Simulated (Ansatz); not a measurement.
# 1T-SrCl2 bilayer (AB) in a perpendicular field, part 2 of 3

What dipole does a perpendicular field induce in the 1T-SrCl2 bilayer (AB), and does the gap follow? A positive field points along +c.

Ansatz 0.2.0; plane-wave DFT, PBE-D3(BJ), Ansatz PAW (the session's first sound run).

So far. Step 2 (Relaxation): The lattice constant a goes from 4.008 to 4.600 Å.

## 3. Atoms held, field 0, start network

A sawtooth potential applies the field, turning back in the middle of the vacuum. With the dipole correction the typed value is the field outside the slab. The induced dipole is small, so the SCF threshold is tight.

The cell differs from the one that the last finished run ended in (c 51.042 → 25.088 Å).

The input, input.yaml:

```yaml
crystal:
  lattice:
    - [4.6003727015, 0.0, 0.0]
    - [-2.3001863507, 3.9840396264, 0.0]
    - [0.0, 0.0, 25.0877338341]
  atoms:
    - { symbol: Cl, position: [0.6666666667, 0.3333333333, 0.3587410509] }
    - { symbol: Sr, position: [0.0, 0.0, 0.4106408191] }
    - { symbol: Cl, position: [0.3333333333, 0.6666666667, 0.4584378778] }
    - { symbol: Cl, position: [0.0, 0.0, 0.5415621222] }
    - { symbol: Sr, position: [0.3333333333, 0.6666666667, 0.5893591809] }
    - { symbol: Cl, position: [0.6666666667, 0.3333333333, 0.6412589491] }
kpoints:
  mp_grid: { grid: [12, 12, 1] }
  band_path:
    path: [[0, 0, 0], [0.5, 0, 0], [0.33333333, 0.33333333, 0], [0, 0, 0]]
    npoints: 16
hamiltonian:
  xc: pbe
  dispersion: d3bj
scf:
  occupations: { method: fermi_dirac, width: 0.02585 }
  convergence: { dr2_threshold: 1.0e-10 }
efield:
  axis: 3
  dipole_correction: true
  ramp_position: 0.97
  ramp_width: 0.06
  amplitude: 0
output:
  dos: { projected: true, e_range: [-6, 5] }
  bader: true
  write_potential: true
  write_density: true
  volumetric_format: npy
  elf: true
```

On the command line:

```sh
> ansatz run input.yaml --threads 4 --pin off --max-ram 6144MiB --backend cpu --events-out ev --progress --plain --runs-dir out
```

Numbers of over 12 decimals in the logs are rounded to 6 here.

The program printed:

```text
[...]
Crystal: 6 atoms, lattice volume = 459.810 Å³
Basis set: ecut = 420 eV, 9053 PW (Γ)
Bands: 30, of which v1, the nominal top of the filled ones, is band 24 counted from 1 (23 counted from 0)
Symmetry: 6 space group operations
k-points: 19 of 144 (time reversal used)
[...]
SCF iter   1: F=—  HF=-11422.184344 eV  |F-HF|=—  |Δ(HF+E_count)|=         —  Δρ=3.38e-4  dr2=9.32e-4  ethr=1.77e-3  p=0.000 e·Å  D=4.22e-14 V/Å  ΔV_dip=-0.00 eV  dr2_dipole=2.65e-9  V_vac-E_F(+/−)=4.89/4.89 eV  ⟨swp⟩=16.6  Hψ=4835  notcnv=0  defer=1
efield: sawtooth ramp at fractional position 0.9700 (set: `efield.ramp_position`, or a place that a band, a saddle search or an elastic batch's reference lends), width 0.0600; the density the first Hamiltonian is built on has a dipole p = 0.000 e·Å; the dipole correction subtracts the counter field D = 4.22e-14 V/Å, which shifts the + side's vacuum level by -0.00 eV against the − side's; the planar-averaged density in the ramp window peaks in size at 1.6e-6 e/Å³
[...]
SCF iter   2: F=—  HF=-11422.184879 eV  |F-HF|=—  |Δ(HF+E_count)|=   5.35e-4  Δρ=1.78e-4  dr2=1.64e-4  ethr=1.94e-6  p=0.000 e·Å  D=1.33e-5 V/Å  ΔV_dip=-0.00 eV  dr2_dipole=3.66e-9  V_vac-E_F(+/−)=4.87/4.87 eV  ⟨swp⟩=3.2  Hψ=1609  notcnv=0  defer=32
[...]
SCF iter   8: F=-11422.185346 eV  HF=-11422.185346 eV  |F-HF|=1.46e-11  |Δ(HF+E_count)|=  1.13e-10  Δρ=6.51e-8  dr2=4.12e-11  ethr=1.00e-12  p=0.000 e·Å  D=7.32e-7 V/Å  ΔV_dip=-0.00 eV  dr2_dipole=8.19e-12  V_vac-E_F(+/−)=4.86/4.86 eV  ⟨swp⟩=10.5  Hψ=2226  notcnv=0
SCF 1 converged in 8 iterations: F = -11422.185346 eV  dr2 = 4.12e-11
[...]
NSCF: frozen V_eff on 49 k-points
efield: sawtooth ramp at fractional position 0.9700 (kept from the solve that this one continues, or follows in the run), width 0.0600; the density the first Hamiltonian is built on has a dipole p = 0.000 e·Å; the dipole correction subtracts the counter field D = 7.32e-7 V/Å, which shifts the + side's vacuum level by -0.00 eV against the − side's; the planar-averaged density in the ramp window peaks in size at 1.5e-7 e/Å³
[...]
SCF converged after 8 iterations
Free energy (F): -11422.185346 eV
[...]
Internal energy: -11422.185346 eV  (E = F + TS)
E sigma→0 (E₀):  -11422.185346 eV
Fermi energy:    -0.973241 eV
Dipole field:    D = -0.000002 V/Å  (p = -0.000005 e·Å, saw-weighted, corrected)
Work function:   Φ+ = 4.8648 eV   Φ− = 4.8648 eV
Levels:          The Fermi level and band energies are counted from a zero that moves with the ramp; work functions are not
[...]
--- Band table (eV; the first three rows and the last of 19) ---
  k-point 0: bands = [... 20 lower, -4.2593, -4.0597, -4.0597, -3.9054, 1.7702, 2.3712, 2.7304, 2.7304, ... 2 higher]
  k-point 1: bands = [... 20 lower, -4.2693, -4.0698, -4.0576, -3.8778, 1.9065, 2.4282, 2.7143, 2.7981, ... 2 higher]
  k-point 2: bands = [... 20 lower, -4.2891, -4.1025, -3.9831, -3.8625, 2.2345, 2.5320, 2.6785, 2.8074, ... 2 higher]
  k-point 18: bands = [... 20 lower, -4.2113, -4.0501, -4.0501, -3.9980, 2.8266, 2.9823, 2.9823, 3.4542, ... 2 higher]
--- Bader charges: 6 sites ---
  site symbol  charge [e]  shift [e]
     0     Cl     -0.8074     0.0000
     1     Sr      1.6107     0.0000
     2     Cl     -0.8032     0.0000
     3     Cl     -0.8032     0.0000
     4     Sr      1.6107     0.0000
     5     Cl     -0.8074     0.0000
  estimated error of the sums over rays = 3.2e-4 e
```

It took 22 s on 4 threads of Intel Xeon Platinum 8488C (Sapphire Rapids), shared host; peak memory 0.94 GiB.

The column dr2 measures how far the density is from self-consistency, as an energy; F and HF (Harris–Foulkes) agree once it is small.

This step gave:

- dipole along the normal: -4.59e-6 e·Å
- gap along the path: 5.581 eV
- smallest direct gap along the path: 5.676 eV
- ionisation energy, upper face: 7.703 eV
- electron affinity, upper face: 2.121 eV
- gap, the smaller of path and mesh: 5.581 eV

Running mean over a fixed 2.6 Å (it still follows the layers) of the planar mean; the ramp of the sawtooth is left out. Electron's electrostatic potential energy less the Fermi level against z:

```tsv
z (Å)	electron's electrostatic potential energy less the Fermi level (eV)
3.5	4.86
4.0	4.86
4.5	4.86
5.0	4.86
5.5	4.86
6.0	4.85
6.5	4.80
7.0	4.52
7.5	3.48
8.0	1.87
8.5	0.104
9.0	-2.56
9.5	-5.07
10.0	-6.20
10.5	-6.29
11.0	-5.46
11.5	-3.47
12.0	-1.54
12.5	-1.15
13.0	-1.39
13.5	-3.05
14.0	-5.19
14.5	-6.22
15.0	-6.29
15.5	-5.36
16.0	-3.08
16.5	-0.294
17.0	1.57
17.5	3.22
18.0	4.40
18.5	4.77
19.0	4.85
19.5	4.86
20.0	4.86
20.5	4.86
21.0	4.86
21.5	4.86
22.0	4.86
```

The density of states has structure finer than the step of the table below, so its rows give means over 0.25 eV, whole bins alone (the curve runs from -6 to 3.65 eV). Peaks (eV: height): -4.460: 30.3, -3.550: 29.8, -3.490: 22.8, -3.380: 41.9, -3.130: 27.4, -3.050: 34.6, -2.860: 26.1.

The density of states by energy, zero at the Fermi level of the run, which the smearing sets inside the gap; means over each step:

```tsv
energy (eV)	density of states (states/eV a cell)
-5.25	0
-5.00	3.96
-4.75	6.96
-4.50	12.3
-4.25	3.50
-4.00	10.1
-3.75	8.62
-3.50	16.9
-3.25	13.5
-3.00	13.9
-2.75	2.91
-2.50	0
-2.25	0
-2.00	0
-1.75	0
-1.50	0
-1.25	0
-1.00	0
-0.75	0
-0.50	0
-0.25	0
0.00	0
0.25	0
0.50	0
0.75	0
1.00	0
1.25	0
1.50	0
1.75	0
2.00	0
2.25	0
2.50	0
2.75	0.150
3.00	0.484
3.25	3.78
3.50	4.95
```

Projected DOS per atom over height of the atomic layer and energy from the Fermi level. Layers: Cl Sr Cl Cl Sr Cl from below.

Values in states/eV, 22 rows by 6 columns, each cell a mean:
```
0.04 0.37 0.05 0.05 0.37 0.04
0.02 0.14 0.02 0.02 0.14 0.02
0.00 0.00 0.00 0.00 0.00 0.00
0.00 0.00 0.00 0.00 0.00 0.00
0.00 0.00 0.00 0.00 0.00 0.00
0.00 0.00 0.00 0.00 0.00 0.00
0.00 0.00 0.00 0.00 0.00 0.00
0.00 0.00 0.00 0.00 0.00 0.00
0.00 0.00 0.00 0.00 0.00 0.00
0.00 0.00 0.00 0.00 0.00 0.00
0.00 0.00 0.00 0.00 0.00 0.00
0.00 0.00 0.00 0.00 0.00 0.00
0.00 0.00 0.00 0.00 0.00 0.00
0.00 0.00 0.00 0.00 0.00 0.00
1.06 0.01 0.94 0.94 0.01 1.06
4.05 0.04 3.01 3.01 0.04 4.05
4.87 0.09 1.50 1.50 0.09 4.87
2.44 0.18 1.88 1.88 0.18 2.44
0.48 0.11 3.81 3.81 0.11 0.48
0.30 0.18 2.03 2.03 0.18 0.30
0.00 0.00 0.00 0.00 0.00 0.00
0.00 0.00 0.00 0.00 0.00 0.00
```
Columns: height of the atomic layer (Å) from 9 to 16.1 (not evenly spaced); rows upwards: energy from the Fermi level (eV) from -5.96 to 3.58.

The electronic bands at the labelled points (eV, zero at the Fermi level of the run, which the smearing sets inside the gap):

```tsv
point	band 21	band 22	band 23	band 24	band 25	band 26	band 27	band 28
Γ	-3.29	-3.09	-3.09	-2.93	2.74	3.34	3.70	3.70
halfway	-3.25	-3.19	-2.97	-2.88	3.33	3.57	3.83	4.03
M	-3.40	-3.37	-2.99	-2.87	3.11	3.72	4.13	4.48
halfway	-3.38	-3.17	-3.03	-2.92	3.40	3.97	4.04	4.32
K	-3.24	-3.08	-3.08	-3.02	3.80	3.96	3.96	4.43
halfway	-3.35	-3.14	-2.97	-2.88	3.57	3.65	3.88	3.96
Γ	-3.29	-3.09	-3.09	-2.93	2.74	3.34	3.70	3.70
```

ELF in the ca plane at fractional y = 0.000, with atoms of Sr and Cl within 0.2 Å of it. It is the smooth field of the valence electrons, not physical close to the nuclei.

Ten even steps from '0' (0.00) to '9' (0.87), each cell a mean:
```
00000000000000000000179648940499868984000000
00000000000000000000038999710279999962000000
00000000000000000011002564100037898620001110
00000000000000001234420000122001453100024432
00000000000000001356652001465300000000136653
00000000000000002467774102677510000000147764
00000000000000002457763102576410000000146764
00000000000000001345541000244100121000135543
00000000000000000122100121000014786310013321
00000000000000000000016898400158999841000000
00000000000000000000169989930389989983000000
00000000000000000000289416940599737985100000
```
Columns run along c (16.0 Å, from fractional 0.07 to 0.70 of the cell), rows up along a (4.6 Å). Atoms in or near the plane, at fractional coordinates: Sr at (0.41, 0.00), Cl at (0.54, 0.00).

Electrostatic potential energy in the ca plane at fractional y = 0.000, with atoms of Sr and Cl within 0.2 Å of it. With pseudopotentials it is smooth inside the atoms' cores, unlike the true potential.

Values in eV, 7 rows by 16 columns, each cell a mean:
```
  4   4   4   4   4   4   2  -5 -42 -31  -1 -21 -33   1   3   3
  4   4   4   4   4   4   3   0 -11  -7   1   0  -3   1   2   3
  4   4   4   4   4   4   3   2   0   1   2   2   0  -2   1   3
  4   4   4   4   4   4   4   2   2   2   2   2  -1  -3   0   3
  4   4   4   4   4   4   3   2  -1   0   2   2   0  -1   1   3
  4   4   4   4   4   4   3  -2 -19 -13   1  -4  -9   1   2   3
  4   4   4   4   4   4   2  -6 -46 -35  -1 -26 -39   0   3   3
```
Columns run along c (16.0 Å, from fractional 0.07 to 0.70 of the cell; values clipped at the 3rd and 97th percentile), rows up along a (4.6 Å). Atoms in or near the plane, at fractional coordinates: Sr at (0.41, 0.00), Cl at (0.54, 0.00).

Valence density in the ca plane at fractional y = 0.000, with atoms of Sr and Cl within 0.2 Å of it. It is the smooth field of the valence electrons, not physical close to the nuclei.

Values in e/Å³, 7 rows by 16 columns, each cell a mean:
```
0.0 0.0 0.0 0.0 0.0 0.0 0.0 0.1 1.9 1.4 0.1 1.0 1.3 0.2 0.0 0.0
0.0 0.0 0.0 0.0 0.0 0.0 0.0 0.1 0.4 0.3 0.1 0.3 0.4 0.1 0.0 0.0
0.0 0.0 0.0 0.0 0.0 0.0 0.0 0.1 0.1 0.1 0.1 0.0 0.1 0.1 0.1 0.0
0.0 0.0 0.0 0.0 0.0 0.0 0.0 0.1 0.1 0.1 0.1 0.0 0.0 0.1 0.2 0.1
0.0 0.0 0.0 0.0 0.0 0.0 0.0 0.1 0.1 0.1 0.1 0.1 0.1 0.1 0.1 0.0
0.0 0.0 0.0 0.0 0.0 0.0 0.0 0.1 0.8 0.5 0.1 0.5 0.7 0.1 0.0 0.0
0.0 0.0 0.0 0.0 0.0 0.0 0.0 0.2 2.0 1.6 0.1 1.1 1.2 0.2 0.0 0.0
```
Columns run along c (16.0 Å, from fractional 0.07 to 0.70 of the cell), rows up along a (4.6 Å). Atoms in or near the plane, at fractional coordinates: Sr at (0.41, 0.00), Cl at (0.54, 0.00).

The gap is 5.58 eV, with the valence edge 7.70 eV and the conduction edge 2.12 eV under the upper vacuum level.

## 4. Single point, field 0.1 V/Å

input.yaml, as its differences from that of step 3:

```diff
@@ -26,8 +26,6 @@
   dipole_correction: true
-  ramp_position: 0.97
-  ramp_width: 0.06
-  amplitude: 0
+  ramp_position: 0.949
+  ramp_width: 0.102
+  amplitude: 0.1
 output:
-  dos: { projected: true, e_range: [-6, 5] }
-  bader: true
   write_potential: true
@@ -35,2 +33 @@
   volumetric_format: npy
-  elf: true
```

The program printed:

```text
[...]
Crystal: 6 atoms, lattice volume = 459.810 Å³
Basis set: ecut = 420 eV, 9053 PW (Γ)
Bands: 30, of which v1, the nominal top of the filled ones, is band 24 counted from 1 (23 counted from 0)
Symmetry: 6 space group operations
k-points: 19 of 144 (time reversal used)
[...]
k-point 0: bands = [... 20 lower, -4.2755, -4.0254, -4.0254, -3.8834, 1.7401, 2.3817, 2.7108, 2.7108, ... 2 higher]
  k-point 1: bands = [... 20 lower, -4.2794, -4.0370, -4.0313, -3.8570, 1.8720, 2.4422, 2.6860, 2.7788, ... 2 higher]
  k-point 2: bands = [... 20 lower, -4.2944, -4.0724, -3.9807, -3.8356, 2.1862, 2.5486, 2.6518, 2.8425, ... 2 higher]
  k-point 18: bands = [... 20 lower, -4.2421, -4.0574, -4.0224, -3.9591, 2.8198, 2.9506, 2.9829, 3.4597, ... 2 higher]
[key lines of the parts left out:]
SCF converged after 11 iterations
Free energy (F): -11422.188496 eV
Fermi energy:    -0.974527 eV
Dipole field:    D = 0.024791 V/Å  (p = 0.062997 e·Å, saw-weighted, corrected)
```

It took 13 s on 4 threads; peak memory 0.84 GiB; 50 s of CPU time.

The dipole is 0.0630 e·Å, and the gap 5.527 eV.

## 5. Atoms held, field -0.1 V/Å

input.yaml, as its differences from that of step 4:

```diff
@@ -28,3 +28,3 @@
   ramp_width: 0.102
-  amplitude: 0.1
+  amplitude: -0.1
 output:
```

The program printed:

```text
[...]
Crystal: 6 atoms, lattice volume = 459.810 Å³
Basis set: ecut = 420 eV, 9053 PW (Γ)
Bands: 30, of which v1, the nominal top of the filled ones, is band 24 counted from 1 (23 counted from 0)
Symmetry: 6 space group operations
k-points: 19 of 144 (time reversal used)
[...]
k-point 0: bands = [... 20 lower, -4.2755, -4.0254, -4.0254, -3.8834, 1.7401, 2.3818, 2.7108, 2.7108, ... 2 higher]
  k-point 1: bands = [... 20 lower, -4.2794, -4.0370, -4.0313, -3.8570, 1.8720, 2.4422, 2.6860, 2.7788, ... 2 higher]
  k-point 2: bands = [... 20 lower, -4.2944, -4.0724, -3.9807, -3.8356, 2.1862, 2.5486, 2.6518, 2.8425, ... 2 higher]
  k-point 18: bands = [... 20 lower, -4.2421, -4.0574, -4.0224, -3.9591, 2.8198, 2.9506, 2.9829, 3.4597, ... 2 higher]
[key lines of the parts left out:]
SCF converged after 11 iterations
Free energy (F): -11422.188496 eV
Fermi energy:    -0.974523 eV
Dipole field:    D = -0.024791 V/Å  (p = -0.062997 e·Å, saw-weighted, corrected)
```

Run time: 14 s. Hardware: 4 threads; peak memory 0.84 GiB.

The dipole is -0.0630 e·Å, and the gap 5.527 eV.

## 6. Single point, field 0.2 V/Å

input.yaml, as its differences from that of step 5:

```diff
@@ -28,3 +28,3 @@
   ramp_width: 0.102
-  amplitude: -0.1
+  amplitude: 0.2
 output:
```

The program printed:

```text
[...]
Crystal: 6 atoms, lattice volume = 459.810 Å³
Basis set: ecut = 420 eV, 9053 PW (Γ)
Bands: 30, of which v1, the nominal top of the filled ones, is band 24 counted from 1 (23 counted from 0)
Symmetry: 6 space group operations
k-points: 19 of 144 (time reversal used)
[...]
k-point 0: bands = [... 20 lower, -4.3142, -3.9523, -3.9523, -3.8272, 1.6556, 2.3977, 2.6632, 2.6632, ... 2 higher]
  k-point 1: bands = [... 20 lower, -4.3103, -3.9683, -3.9655, -3.8028, 1.7776, 2.4659, 2.6283, 2.7315, ... 2 higher]
  k-point 2: bands = [... 20 lower, -4.3131, -4.0039, -3.9588, -3.7730, 2.0686, 2.5293, 2.6525, 2.8951, ... 2 higher]
  k-point 18: bands = [... 20 lower, -4.2990, -4.0430, -3.9771, -3.8766, 2.7999, 2.8938, 2.9536, 3.4752, ... 2 higher]
[key lines of the parts left out:]
SCF converged after 11 iterations
Free energy (F): -11422.197946 eV
Fermi energy:    -0.984344 eV
Dipole field:    D = 0.049590 V/Å  (p = 0.126011 e·Å, saw-weighted, corrected)
```

The job ended after 14 s (4 threads; peak memory 0.83 GiB).

The dipole is 0.126 e·Å, and the gap 5.383 eV.

## 7. Atoms held, field -0.2 V/Å

input.yaml, as its differences from that of step 6:

```diff
@@ -28,3 +28,3 @@
   ramp_width: 0.102
-  amplitude: 0.2
+  amplitude: -0.2
 output:
```

The program printed:

```text
[...]
Crystal: 6 atoms, lattice volume = 459.810 Å³
Basis set: ecut = 420 eV, 9053 PW (Γ)
Bands: 30, of which v1, the nominal top of the filled ones, is band 24 counted from 1 (23 counted from 0)
Symmetry: 6 space group operations
k-points: 19 of 144 (time reversal used)
[...]
k-point 0: bands = [... 20 lower, -4.3142, -3.9523, -3.9523, -3.8272, 1.6556, 2.3977, 2.6632, 2.6632, ... 2 higher]
  k-point 1: bands = [... 20 lower, -4.3103, -3.9683, -3.9655, -3.8028, 1.7776, 2.4659, 2.6283, 2.7315, ... 2 higher]
  k-point 2: bands = [... 20 lower, -4.3131, -4.0039, -3.9588, -3.7730, 2.0686, 2.5293, 2.6525, 2.8951, ... 2 higher]
  k-point 18: bands = [... 20 lower, -4.2990, -4.0430, -3.9771, -3.8766, 2.7999, 2.8938, 2.9536, 3.4752, ... 2 higher]
[key lines of the parts left out:]
SCF converged after 11 iterations
Free energy (F): -11422.197946 eV
Fermi energy:    -0.984339 eV
Dipole field:    D = -0.049590 V/Å  (p = -0.126011 e·Å, saw-weighted, corrected)
```

Wall time 13 s (4 threads); peak memory 0.84 GiB.

The dipole is -0.126 e·Å, and the gap 5.383 eV.

## 8. Single point, field 0.35 V/Å

input.yaml, as its differences from that of step 7:

```diff
@@ -26,6 +26,8 @@
   dipole_correction: true
-  ramp_position: 0.949
-  ramp_width: 0.102
-  amplitude: -0.2
+  ramp_position: 0.9256
+  ramp_width: 0.1487
+  amplitude: 0.35
 output:
+  dos: { projected: true, e_range: [-6, 5] }
+  bader: true
   write_potential: true
@@ -33 +35,2 @@
   volumetric_format: npy
+  elf: true
```

The program printed:

```text
[...]
Crystal: 6 atoms, lattice volume = 459.810 Å³
Basis set: ecut = 420 eV, 9053 PW (Γ)
Bands: 30, of which v1, the nominal top of the filled ones, is band 24 counted from 1 (23 counted from 0)
Symmetry: 6 space group operations
k-points: 19 of 144 (time reversal used)
[...]
k-point 18: bands = [... 20 lower, -4.3709, -3.9822, -3.8832, -3.7283, 2.7498, 2.7773, 2.8701, 3.5135, ... 2 higher]
--- Bader charges: 6 sites ---
  site symbol  charge [e]  shift [e]
     0     Cl     -0.8166     0.0000
     1     Sr      1.6094     0.0000
     2     Cl     -0.8017     0.0000
     3     Cl     -0.8045     0.0000
     4     Sr      1.6116     0.0000
     5     Cl     -0.7982     0.0000
  estimated error of the sums over rays = 3.2e-4 e
[key lines of the parts left out:]
SCF converged after 11 iterations
Free energy (F): -11422.223941 eV
Fermi energy:    -1.028425 eV
Dipole field:    D = 0.086814 V/Å  (p = 0.220601 e·Å, saw-weighted, corrected)
```

Run time: 24 s. Hardware: 4 threads; peak memory 0.92 GiB.

The dipole is 0.221 e·Å, and the gap 5.045 eV.

(Part 2 of 3 ends here.)

[Logs are printed without paths, hosts, clocks, repeated set-up lines and the standing remarks that a program may print on its own settings, such as how far it seeks lower states.]

[Hosts, paths, dates, database ids (printed as entryN), source tags and the programs' standing remarks are cut or masked in the printed files.]

[Maps of the electrostatic potential energy from Ansatz leave out the sawtooth potential of an applied field or a dipole correction, so their vacuum need not be flat; planar profiles and work functions include it.]

[The density of states shown here was stored with 400 of the rows of the run's finer table, so its peaks can read low, often by over a quarter, or be missed, and its means over a window can be off by a tenth or more.]
